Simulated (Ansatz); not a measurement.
# From barrier to diffusion: Si in Si

Computed with DFT PBE, scalar-relativistic, plane waves, PAW (Ansatz 0.2.0). (420 eV cutoff, 2×2×2 k-mesh, Gaussian smearing of 0.02 eV, no spin polarisation)

Host crystal, relaxed:

```cif
data_structure
_symmetry_space_group_name_H-M 'P 1'
_symmetry_Int_Tables_number 1
_cell_length_a 3.8679
_cell_length_b 3.8679
_cell_length_c 3.8679
_cell_angle_alpha 60.000
_cell_angle_beta 60.000
_cell_angle_gamma 60.000
_cell_volume 40.92
loop_
_atom_site_label
_atom_site_type_symbol
_atom_site_fract_x
_atom_site_fract_y
_atom_site_fract_z
_atom_site_occupancy
Si1 Si 0.75000 0.75000 0.75000 1
Si2 Si 0.50000 0.50000 0.50000 1
```

In a supercell of 54 host sites, Si trades places with a neighbouring Si vacancy, moving 2.13 Å. Climbing-image nudged elastic band at fixed cell; the order of the saddle wasn't checked, and the small cell leaves errors of about a tenth of an eV.

| image | path (Å) | E − E(0) (eV) |
| --- | --- | --- |
| 0 | 0.00 | 0.000 |
| 1 | 0.40 | 0.063 |
| 2 | 0.81 | 0.259 |
| 3 | 1.21 | 0.418 |
| 4 | 1.62 | 0.259 |
| 5 | 2.02 | 0.063 |
| 6 | 2.43 | 0.000 |

Q: What are the barriers forward and back, and what attempt frequency does the shape suggest?

A: Forward 0.42 eV, back 0.42 eV, the ends being level. For a sinusoidal profile E_b sin²(πx/l), with the Si atom alone moving, ν = (1/l)√(E_b/2m) = 4.0×10¹² s⁻¹, within an order of magnitude of the customary 10¹³ s⁻¹; a true prefactor needs the vibrations at the minimum and at the saddle.

Q: With ν = 10¹³ s⁻¹, how often does the exchange happen at 300, 600 and 1000 K once atom and vacancy are neighbours, taking the host as solid throughout? Does that give the diffusivity?

A: k = ν exp(−E_b/k_BT):
```tsv
T (K)	k (1/s)	wait (s)
300	9.6×10⁵	1.0×10⁻⁶
600	3.1×10⁹	3.2×10⁻¹⁰
1000	7.8×10¹⁰	1.3×10⁻¹¹
```

No. The atom can jump only when a vacancy is beside it, so where vacancies are thermal the activation energy of diffusion adds the vacancy's formation energy; where doping, quenching or off-stoichiometry fixes their number, it doesn't. And repeated exchanges only swap the two back and forth: Si gets on when the vacancy moves round it by other jumps, which the correlation factor counts. An error of 0.1 eV in the barrier changes k by a factor of 48 at 300 K and 3.2 at 1000 K.

Cost: 1 run of about 49 core-minutes, on Intel Xeon Processor @ 2.50GHz (Skylake/Cascade Lake) (shared hosts).